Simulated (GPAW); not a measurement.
Crystal: Ta.

```
Ta
1.0
    -1.65128    1.65128    1.65128
     1.65128   -1.65128    1.65128
     1.65128    1.65128   -1.65128
Ta
1
Cartesian
  0.0000 0.0000 0.0000
```

Program: GPAW 26.7.0. Alike in all runs: task band structure; no spin polarisation; cell as given; k mesh 11 × 11 × 11; cutoff (eV) 600; smearing fermi-dirac 0.05 eV.

Q: Order these runs on this cell by their pressure, lowest first.
A. level RPBE; potentials or basis the program's PAW data sets (release 1.2.1) made for this functional, pw; band points 100
B. level PBEsol; potentials or basis PAW data sets generated in the run's folder for this functional, pw; band points 100
C. level r2SCAN; potentials or basis GPAW PAW data sets (gpaw-data 1.2.1), pw; band points 100
D. level LDA; potentials or basis the program's PAW data sets (release 1.2.1) made for this functional, pw; band points 100
E. level BLYP; potentials or basis PAW data sets generated in the run's folder for this functional, pw; band points 60; eigensolver davidson

A: D (-9.5 GPa), B (-4.0 GPa), C (1.2 GPa), A (6.6 GPa), E (8.5 GPa).

Caveats: the PAW data sets were made with another functional, which shifts forces and pressure a little (some runs).

Runs at the PBE level aren't shown here.
